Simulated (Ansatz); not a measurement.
NiO2 in Ansatz: the effect of functional

Crystal: NiO2.

```
Ni O
1.0
     2.85367    0.00000    0.00000
    -1.42684    2.47135    0.00000
     0.00000    0.00000    4.70885
Ni O
1 2
Direct
  0.00000 0.00000 0.50000
  0.33333 0.66667 0.29396
  0.66667 0.33333 0.70604
```

The cell comes from a database or a generator and needn't be the stable form of this composition.

The cell isn't the ideal one: volume scaled by 1.06.

Alike in all runs:

* Program: Ansatz 0.2.0
* Task: single point
* Potentials or basis: Ansatz PAW
* k mesh: 11 × 11 × 6
* Occupations: fermi-dirac, width 0.05 eV
* Spin: collinear spin, ferromagnetic start
* Starting moments: [1.0, 0.0, 0.0] μB

```csv
functional,cutoff,gap on the mesh (eV),pressure (GPa),largest force (eV/Å)
LDA,420 eV (not typed: the program's choice for these potentials),?,?,?
PBEsol,420 eV (not typed: the program's choice for these potentials),0.83,-13.9,1.16
r2SCAN,500 eV (not typed: the program's choice for these potentials),1.31,-14.9,1.13
```

What does the run with functional LDA give?

gap on the mesh 0.76 eV; pressure -19.9 GPa; largest force 1.53 eV/Å.

Caveats: odd divisions of the mesh miss points on the zone boundary, where band edges often lie, so the gap on the mesh can be too wide; the PAW data sets come from PBE, with cores solved anew for the run's functional, which leaves a small shift of forces and pressure; forces of over 1 eV/Å show positions far from the minimum, so gaps and moduli don't describe the material at rest; the starting moments weren't kept; the magnetic or orbital state may not be the lowest (some runs).

A k mesh can miss the band edges.

Runs at the PBE level aren't shown here.
